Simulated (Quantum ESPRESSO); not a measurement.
**NaCl under changes of volume**

One of the cells (21.813 Å³/atom); the others are scaled copies at fixed shape and fractional positions:

```
Cl Na
1.0
     0.00000    2.79406    2.79406
     2.79406    0.00000    2.79406
     2.79406    2.79406    0.00000
Cl Na
1 1
Direct
  0.50000 0.50000 0.50000
  0.00000 0.00000 0.00000
```

The cell is a database's computed one.

```yaml
Program: Quantum ESPRESSO 7.5
Functional: PBE
Potentials_or_basis: JTH 2.0 PBE
Cutoff: 490 eV
Density_cutoff: 2939 eV
k_mesh: 8 × 8 × 8
Occupations: fermi-dirac, width 0.05 eV
Spin: no spin polarisation
```

```tsv
volume (Å³/atom)	energy over the lowest point (meV/atom)	pressure (GPa)	gap on the mesh (eV)
20.504	?	?	?
20.940	21.63	2.8	5.38
21.376	13.49	2.1	5.30
21.813	7.96	1.4	5.22
22.249	3.84	0.8	5.14
22.685	1.45	0.3	5.06
23.121	0.00	-0.2	4.99
```

Task: What does the run at 20.504 Å³/atom give?

Result: Energy over the lowest point 31.25 meV/atom; pressure 3.6 GPa; gap on the mesh 5.47 eV.

Worked out: A Birch-Murnaghan fit of order 3 (a polynomial in V^(-2/3)) to the other rows has no minimum within the range. It gives 32.52 meV/atom at 20.504 Å³/atom, against the run's 31.25, and -dE/dV = 4.6 GPa, against 3.6. A straight line through the other rows of the gap, of slope -3.97 eV per unit of ln V (its deformation potential), extrapolates to 5.46 eV, against the run's 5.47.

Energies are extrapolated to zero smearing.

Caveats: the cutoff is low for these files, which shifts pressure and relaxed volume.
